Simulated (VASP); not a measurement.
# Ru (Pm-3m) in VASP: single point with r2SCAN

Aim: the single point of Ru with r2SCAN.

All numbers are computed with VASP 6.6.1; they aren't measurements. Logs are shortened: lines on timing, memory, paths and dates and some standing lists are left out, and cuts for length are marked.

## Step 1: Starting point

Symmetry: Pm-3m, No. 221, cubic system. The conventional cell has a = 2.413 Å, b = 2.413 Å, c = 2.413 Å, α = 90.00°, β = 90.00°, γ = 90.00°. Ru (site symmetry m-3m) has 6 Ru at 2.41 Å as nearest neighbours.

This isn't the form of Ru at room conditions, which is hcp.

## Step 2: Single point, r2SCAN

Contents of POSCAR:

```
Ru
1.0
   -0.8042496035      1.6084992070      1.6084992070
    1.6084992070     -0.8042496035      1.6084992070
    1.6084992070      1.6084992070     -0.8042496035
Ru
1
Direct
    0.0000000000      0.0000000000      0.0000000000
```

Contents of INCAR.step1:

```
ALGO = Normal
EDIFF = 1E-4
ENCUT = 520
GGA = PE
ISMEAR = 0
LASPH = T
LCHARG = F
LREAL = F
LWAVE = T
NBANDS = 13
NELM = 100
PREC = Accurate
SIGMA = 0.15
```

Contents of INCAR.step2:

```
ALGO = Normal
EDIFF = 1E-6
ENCUT = 520
ISIF = 2
ISMEAR = 0
ISTART = 1
LASPH = T
LCHARG = F
LMIXTAU = T
LREAL = F
LWAVE = F
METAGGA = R2SCAN
NBANDS = 13
NELM = 100
PREC = Accurate
SIGMA = 0.15
```

Contents of KPOINTS:

```
k-points
0
Gamma
  24 24 24
```

Potentials or basis: VASP PAW PBE potentials, release 64 (Ru_pv).

Launch:

```console
$ cat potpaw_PBE.64/Ru_pv/POTCAR > POTCAR
$ cp INCAR.step1 INCAR
$ mpirun -np 1 vasp_std > vasp.out
$ cp INCAR.step2 INCAR
$ mpirun -np 1 vasp_std > vasp.out
```

OUTCAR:

```text
EDIFF = 1E-6
   ENCUT = 520
   ISIF = 2
   ISMEAR = 0
   ISTART = 1
   LASPH = T
   LREAL = F
   METAGGA = R2SCAN
   NELM = 100
   PREC = Accurate

 ion  position               nearest neighbor table
   1  0.000  0.000  0.000-

  LATTYP: Found a simple cubic cell.
 ALAT       =     2.4127488105

  Lattice vectors:

 A1 = (  -0.8042496035,   1.6084992070,   1.6084992070)
 A2 = (   1.6084992070,  -0.8042496035,   1.6084992070)
 A3 = (   1.6084992070,   1.6084992070,  -0.8042496035)

Analysis of symmetry for initial positions (statically):
=====================================================================
 Subroutine PRICEL returns:
 Original cell was already a primitive cell.

 Routine SETGRP: Setting up the symmetry group for a
 simple cubic supercell.

 Subroutine GETGRP returns: Found 48 space group operations
 (whereof 48 operations were pure point group operations)
 out of a pool of 48 trial point group operations.

The static configuration has the point symmetry O_h .

Analysis of symmetry for dynamics (positions and initial velocities):
=====================================================================
 Subroutine PRICEL returns:
 Original cell was already a primitive cell.

 Routine SETGRP: Setting up the symmetry group for a
 simple cubic supercell.

 Subroutine GETGRP returns: Found 48 space group operations
 (whereof 48 operations were pure point group operations)
 out of a pool of 48 trial point group operations.

The dynamic configuration has the point symmetry O_h .

 Subroutine INISYM returns: Found 48 space group operations
 (whereof 48 operations are pure point group operations),
 and found     1 'primitive' translations

----------------------------------------------------------------------------------------

                                     Primitive cell

  volume of cell :      14.0455

  direct lattice vectors                    reciprocal lattice vectors
    -0.804249603  1.608499207  1.608499207    -0.138155009  0.276310018  0.276310018
     1.608499207 -0.804249603  1.608499207     0.276310018 -0.138155009  0.276310018
     1.608499207  1.608499207 -0.804249603     0.276310018  0.276310018 -0.138155009

  length of vectors
     2.412748811  2.412748811  2.412748810     0.414465027  0.414465027  0.414465027

  position of ions in fractional coordinates (direct lattice)
     0.000000000  0.000000000  0.000000000

  ion indices of the primitive-cell ions
   primitive index   ion index
                 1           1

----------------------------------------------------------------------------------------

 KPOINTS: k-points

Automatic generation of k-mesh.
 Grid dimensions read from file:
 generate k-points for:   24   24   24

 Generating k-lattice:

  Cartesian coordinates                     Fractional coordinates (reciprocal lattice)
    -0.005756459  0.011512917  0.011512917     0.041666667  0.000000000  0.000000000
     0.011512917 -0.005756459  0.011512917     0.000000000  0.041666667  0.000000000
     0.011512917  0.011512917 -0.005756459     0.000000000  0.000000000  0.041666667

  Length of vectors
     0.017269376  0.017269376  0.017269376

  Shift w.r.t. Gamma in fractional coordinates (k-lattice)
     0.000000000  0.000000000  0.000000000

 Subroutine IBZKPT returns following result:
 ===========================================

 Found    455 irreducible k-points:

 Following reciprocal coordinates:
            Coordinates               Weight
  0.000000  0.000000  0.000000      1.000000
  0.041667  0.000000  0.000000      6.000000
  0.083333  0.000000  0.000000      6.000000
  0.125000  0.000000  0.000000      6.000000
  0.166667  0.000000  0.000000      6.000000
  0.208333  0.000000  0.000000      6.000000
[... 16 lines left out ...]
  0.416667  0.041667 -0.000000     24.000000
  0.458333  0.041667 -0.000000     24.000000
 [... further k-points ...]
   k-points           NKPTS =    455   k-points in BZ     NKDIM =    455   number of bands    NBANDS=     13
   number of dos      NEDOS =    301   number of ions     NIONS =      1
   total plane-waves  NPLWV =   5832
   dimension x,y,z NGX =    18 NGY =   18 NGZ =   18
   dimension x,y,z NGXF=    36 NGYF=   36 NGZF=   36
   ions per type =               1
   NGX,Y,Z   is equivalent  to a cutoff of  12.40, 12.40, 12.40 a.u.
   NGXF,Y,Z  is equivalent  to a cutoff of  24.81, 24.81, 24.81 a.u.
 SYSTEM =  unknown system
   PREC   = accura    normal or accurate (medium, high low for compatibility)
   ISTART =      1    job   : 0-new  1-cont  2-samecut
   ICHARG =      0    charge: 1-file 2-atom 10-const
   ISPIN  =      1    spin polarized calculation?
   LNONCOLLINEAR =      F non collinear calculations
   LSORBIT =      F    spin-orbit coupling
   LASPH  =      T    aspherical Exc in radial PAW
   ENCUT  =  520.0 eV  38.22 Ry    6.18 a.u.   4.49  4.49  4.49*2*pi/ulx,y,z
   NELM   =    100;   NELMIN=  2; NELMDL=  0     # of ELM steps
   EDIFF  = 0.1E-05   stopping-criterion for ELM
   LREAL  =      F    real-space projection
   EDIFFG = 0.1E-04   stopping-criterion for IOM
   NSW    =      0    number of steps for IOM
   IBRION =     -1    ionic relax: 0-MD 1-quasi-New 2-CG
   NFREE  =      0    steps in history (QN), initial steepest desc. (CG)
   ISIF   =      2    stress and relaxation
   ISYM   =      2    0-nonsym 1-usesym 2-fastsym
   POTIM  = 0.5000    time-step for ionic-motion
   TEBEG  =    0.0;   TEEND  =   0.0 temperature during run
   PSTRESS=    0.0 pullay stress
   NELECT =      14.0000    total number of electrons
   NUPDOWN=      -1.0000    fix difference up-down
   EMIN   =  10.00;   EMAX   =-10.00  energy-range for DOS
   EFERMI =   0.00;   METHOD = LEGACY
   ISMEAR =     0;   SIGMA  =   0.15  broadening in eV -4-tet -1-fermi 0-gaus
   EFERMI_NEDOS =   21; number of points for ismear=-14 and -15
   IALGO  =     38    algorithm
   IMIX   =      4    mixing-type and parameters
     AMIX     =   0.40;   BMIX     =  1.00
     AMIX_MAG =   1.60;   BMIX_MAG =  1.00
  volume/ion in A,a.u.               =      14.05        94.78
  Fermi-wavevector in a.u.,A,eV,Ry     =   1.635330  3.090326 36.386117  2.674304
  Thomas-Fermi vector in A             =   2.726821
   LORBIT       =      0    0 simple, 1 ext, 2 COOP (PROOUT), +10 PAW based schemes
   METAGGA = R2SCAN    functional components
   LHFCALC =     F    Hartree Fock is set to
   AEXX    =    0.0000 exact exchange contribution
   IVDW    =     0    specifies the selected vdW correction
   LEPSILON=     F    determine dielectric tensor
   LRPA    =     F    only Hartree local field effects (RPA)
 non-spin polarized calculation
 Gauss-broadening in eV      SIGMA  =   0.15
  energy-cutoff  :      520.00
  volume of cell :       14.05
 maximum number of plane-waves:       393
 NGX is ok and might be reduce to    18
   NGX =  9   NGY =  9   NGZ =  9

 number of electron      14.0000009 magnetization

 Free energy of the ion-electron system (eV)
  ---------------------------------------------------
  ext. energy  EPLUGINS =         0.00000000
  ---------------------------------------------------
  free energy    TOTEN  =       -24.14030138 eV

  energy without entropy =      -24.12677626  energy(sigma->0) =      -24.13353882

 E-fermi :  12.4969     XC(G=0): -14.8351

 val. band max:       12.4927822325   @ k =   0.2917   0.2500   0.0000
 cond. band min:      12.4972801911   @ k =   0.2917   0.0833   0.0833
 fundamental gap:      0.0044979586
 Fermi energy:        12.4969186554

 k-point     1 :       0.0000    0.0000    0.0000
  band No.  band energies     occupation
      1     -31.3280      2.00000
      2     -31.3280      2.00000
      3     -31.3280      2.00000
      4       4.4172      2.00000
      5       5.8839      2.00000
      6       5.8839      2.00000
      7      14.5017      0.00000
      8      14.5017      0.00000
      9      14.5017      0.00000
     10      21.5056      0.00000
     11      30.9403      0.00000
     12      30.9403      0.00000
     13      30.9403      0.00000

 k-point     2 :       0.0417    0.0000    0.0000
  band No.  band energies     occupation
      1     -31.3576      2.00000
      2     -31.3256      2.00000
      3     -31.3256      2.00000
      4       4.4805      2.00000
      5       5.8984      2.00000
      6       5.9528      2.00000
      7      14.4293      0.00000
      8      14.4293      0.00000
      9      14.5071      0.00000
     10      21.5056      0.00000
     11      30.5649      0.00000
     12      31.0588      0.00000
     13      31.0588      0.00000

 k-point     3 :       0.0833    0.0000    0.0000
  band No.  band energies     occupation
      1     -31.4439      2.00000
      2     -31.3183      2.00000
      3     -31.3183      2.00000
      4       4.6574      2.00000
      5       5.9412      2.00000
      6       6.1665      2.00000
      7      14.2220      0.00000
      8      14.2220      0.00000
      9      14.5229      0.00000
     10      21.5056      0.00000
     11      29.6196      0.00000
     12      31.4026      0.00000
     13      31.4026      0.00000
[... 305 lines left out ...]
 k-point    23 :       0.4167    0.0417   -0.0000
  band No.  band energies     occupation
      1     -32.8365      2.00000
      2     -31.2185      2.00000
      3     -31.1881      2.00000
      4       6.7995      2.00000
      5       7.1512      2.00000
      6      10.7863      2.00000
      7      11.4078      2.00000
      8      12.2794      1.95967
      9      14.7418      0.00000
     10      21.4917      0.00000
     11      21.7306      0.00000
     12      30.1509      0.00000
     13      35.7613      0.00000

 k-point    24 :       0.4583    0.0417   -0.0000
  band No.  band energies     occupation
      1     -32.9120      2.00000
      2     -31.2110      2.00000
      3     -31.1806      2.00000
      4       6.8521      2.00000
      5       7.3137      2.00000
      6      10.7458      2.00000
      7      11.2746      2.00000
      8      12.5702      0.48940
      9      14.7589      0.00000
     10      21.4239      0.00000
     11      21.5458      0.00000
     12      29.8714      0.00000
     13      35.3819      0.00000

 [... further k-points ...]

------------------------ aborting loop because EDIFF is reached ----------------------------------------

  FORCE on cell =-STRESS in cart. coord.  units (eV):
  Direction    XX          YY          ZZ          XY          YZ          ZX
  --------------------------------------------------------------------------------------
  -------------------------------------------------------------------------------------
  Total        2.6948130      2.6948130      2.6948130     -0.0000000     -0.0000000     -0.0000000
  in kB      307.3993026    307.3993026    307.3993026     -0.0000000     -0.0000000     -0.0000000
  external PRESSURE =     307.3993026 kB  Pullay stress =       0.0000000 kB

 VOLUME and BASIS-vectors are now :
 -----------------------------------------------------------------------------
  energy-cutoff  :      520.00
  volume of cell :       14.05
      direct lattice vectors                 reciprocal lattice vectors
    -0.804249603  1.608499207  1.608499207    -0.138155009  0.276310018  0.276310018
     1.608499207 -0.804249603  1.608499207     0.276310018 -0.138155009  0.276310018
     1.608499207  1.608499207 -0.804249603     0.276310018  0.276310018 -0.138155009

 POSITION                                       TOTAL-FORCE (eV/Angst)
 -----------------------------------------------------------------------------------
      0.00000      0.00000      0.00000         0.000000      0.000000     -0.000000
 -----------------------------------------------------------------------------------
    total drift:                                0.000000     -0.000000      0.000000

  FREE ENERGIE OF THE ION-ELECTRON SYSTEM (eV)
  ---------------------------------------------------
  free  energy   TOTEN  =       -24.1403013806 eV

  energy  without entropy=      -24.1267762648  energy(sigma->0) =      -24.13353882
```

Run time: 77 s. Hardware: 1 thread of Intel Xeon 6975P-C (Granite Rapids), shared host; peak memory 0.19 GiB.

Results:

| Property | Result |
| --- | --- |
| Free energy | -24.1403 eV |
| Pressure | 30.7 GPa |
| Band gap on the k mesh | none (metal or under the smearing width) |

Caveat: a pressure of tens of GPa on the cell as given is suspect, and the run, the potentials or the cell itself is likely at fault; the PAW data sets were made with another functional, which shifts forces and pressure a little.
